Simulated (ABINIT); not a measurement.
Runs of ABINIT 10.8.3 (patched build) on FeO (Wuestite). Symmetry: R-3m, No. 166, trigonal system. The conventional cell has a = 3.038 Å, b = 3.038 Å, c = 7.559 Å, α = 90.00°, β = 90.00°, γ = 120.00°. Fe (site symmetry -3m) has 6 O at 2.16 Å as nearest neighbours. Around O (site symmetry -3m) lie 6 Fe at 2.16 Å. 

```tsv
task	level	potentials or basis	cell	k mesh	cutoff (eV)	fine-grid cutoff	mesh quality	gap on the mesh (eV)	pressure (GPa)	moment (μB)
band structure	PBE	SG15 NC PBE v1.2	as given	7 × 7 × 7	1143	-	coarse	none	-1.5	4.00
band structure	PBE	Ansatz NC PBE	as given	7 × 7 × 7	1252	-	coarse	none	(a)	4.00
single point	PBEsol	JTH PAW PBE v2.0	atoms moved at random, drawn with an rms of 0.05 Å	11 × 11 × 11	707	1306.15 eV	not flagged	none	-9.2	4.00
band structure	PBE	SPMS NC PBE v1.0	as given	7 × 7 × 7	1088	-	coarse	none	-1.5	4.00
band structure	PBE	PseudoDojo NC SR PBE v0.4.1 standard	as given	7 × 7 × 7	1252	-	coarse	none	-1.9	4.00
```

Alike in all rows: spin collinear, ferromagnetic start; smearing fermi-dirac 0.05 eV.

Problem. Fill in the values left out.

Solution. (a) -1.7.

Caveats: some runs use coarse meshes; a cell with one magnetic atom can't hold antiferromagnetic order, which such compounds often take; semilocal functionals often make such compounds metallic where correlation or magnetic order opens a gap, which also shifts bond lengths; the PAW data sets were made with another functional, which shifts forces and pressure a little (some runs).

A gap of «none» marks a metal or a gap under the smearing width.
